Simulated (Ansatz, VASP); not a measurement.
## WC (Qusongite) in VASP and in Ansatz

```xyz
2
Lattice="2.9065 0.0000 0.0000 -1.4532 2.5171 0.0000 0.0000 0.0000 2.8366" Properties=species:S:1:pos:R:3 pbc="T T T"
W     0.0000    0.0000    0.0000
C     1.4533    0.8390    1.4183
```

Alike in both runs: task single point; functional r2SCAN; k mesh 6 × 6 × 5; occupations fermi-dirac, width 0.05 eV; no spin polarisation.

|  | VASP | Ansatz |
| --- | --- | --- |
| version | VASP 6.6.1 | Ansatz 0.2.0 |
| potentials or method | VASP PAW PBE potentials, release 64 (W_sv, C) | Ansatz PAW |
| plane-wave cutoff (eV) | 520 | 500 |
| valence electrons in the cell | 18 | 18 |

```tsv
	VASP	Ansatz	Ansatz less VASP
gap on the k mesh at the Fermi level (eV)	none	none	-
pressure (GPa)	3.6	1.7	-1.91
largest component of the traceless stress (GPa)	2.78	2.97	+0.191
```

A gap of «none» marks a metal or a gap that the smearing closes.

Caveats: the k mesh is coarse (spacing up to 0.44 Å⁻¹), so the values aren't converged (VASP); the PAW data sets were made with another functional, which shifts forces and pressure a little (VASP); the k mesh is coarse (spacing up to 0.44 Å⁻¹), so the values aren't converged, least of all with exact exchange (Ansatz); the PAW data sets come from PBE, with cores solved anew for the run's functional, which leaves a small shift of forces and pressure (Ansatz). The runs have no spin-orbit coupling, so splittings on W are missing.
